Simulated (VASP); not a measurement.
Crystal: ZnS (Wurtzite-2H).

```xyz
4
Lattice="3.8110 0.0000 0.0000 -1.9055 3.3004 0.0000 0.0000 0.0000 6.2340" Properties=species:S:1:pos:R:3 pbc="T T T"
Zn    1.9055    1.1001    3.1170
Zn    0.0000    2.2003    0.0000
S     1.9055    1.1001    5.5171
S     0.0000    2.2003    2.4001
```

* Program: VASP 6.6.1
* Task: relaxation of cell and atoms
* Functional: r2SCAN
* Potentials or basis: VASP PAW PBE potentials, release 64 (Zn, S)
* Cutoff: 600 eV
* k mesh: 8 × 8 × 5
* Occupations: gaussian, width 0.05 eV
* Spin: no spin polarisation

At the start: pressure 0.1 GPa; volume 19.60 Å³/atom.

Where does the relaxation end?

Over 9 steps the energy falls by 5.5 meV/atom and the volume is 19.58 Å³/atom (-0.1 %); space group P6_3mc (No. 186, to 0.05 Å).

Step by step:
```tsv
step	energy change (eV)	largest force (eV/Å)	pressure (GPa)	volume (Å³)
1	0.0000	0.3177	0.12	78.41
2	-0.0156	0.1171	-0.16	78.58
3	-0.0160	0.0743	-0.19	78.61
4	-0.0197	0.0362	0.05	78.36
5	-0.0211	0.0055	0.23	78.17
6	-0.0205	0.0587	0.57	77.79
7	-0.0214	0.0154	0.33	78.04
8	-0.0216	0.0045	-0.20	78.56
9	-0.0219	0.0046	0.09	78.31
```

Final structure:
```
Zn S
1.0
     3.80665    0.00000    0.00000
    -1.90332    3.29665    0.00000
     0.00000    0.00000    6.24046
Zn S
2 2
Direct
  0.66667 0.33333 0.50533
  0.33333 0.66667 0.00533
  0.66667 0.33333 0.87967
  0.33333 0.66667 0.37967
```

Caveat: the PAW data sets were made with another functional, which shifts forces and pressure a little.
